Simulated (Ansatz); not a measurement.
# CaO in the zincblende structure

Method: r²SCAN, scalar-relativistic; no spin polarisation; PAW, 500 eV, Γ-centred 8×8×8 mesh, 0.05 eV Gaussian smearing; code Ansatz; PAW files: Ansatz's generated set soft_2.

```yaml
crystal:
  lattice:
    - [0.00000, 2.60644, 2.60644]
    - [2.60644, 0.00000, 2.60644]
    - [2.60644, 2.60644, 0.00000]
  atoms:
    - { symbol: Ca, position: [0.00000, 0.00000, 0.00000] }
    - { symbol: O, position: [0.25000, 0.25000, 0.25000] }
```

This is a trial structure: the heavier alkaline earths' oxides and chalcogenides take the rock-salt structure.

Cell and atoms are those of this level's equilibrium.

Path: Γ–X–U | K–Γ–L–W–X, with Γ = (0.000, 0.000, 0.000), X = (-0.500, -0.500, 0.000), U = (-0.375, -0.375, 0.250), K = (-0.375, 0.000, 0.375), L = (0.000, 0.000, 0.500), W = (-0.500, -0.250, 0.250) in reciprocal vectors of the calculation's cell.

Problem. Is it a metal or an insulator, and if it has a gap, where are the band edges on this path?

Solution. An insulator with a gap of 3.76 eV on the path, the valence band topping at W and the conduction band bottoming at Γ; the smallest direct gap is 4.38 eV.

Levels between -3 and 5 eV from the Fermi level at the path's named points:
```tsv
point	below E_F (eV)	above E_F (eV)
Γ	-2.50 -2.50 -2.50	1.88
X	-1.88 -1.88	3.48
U and K	-2.94 -2.15 -1.98	3.58
L	-2.87 -2.24 -2.24	4.73
W	-2.72 -2.44 -1.88	3.52
```

Formal charges Ca²⁺, O²⁻ balance and leave closed shells on every ion, so a band insulator is expected, and the gap is 3.76 eV.

Within 0.6 eV of the edges the projected states are 98 % O 2p at the top of the valence band and 77 % Ca 4s at the bottom of the conduction band. The lowest excitation takes an electron from O back to Ca, as in ionic insulators.

Kohn–Sham gaps of semilocal functionals lie under measured ones, often by a third or more.
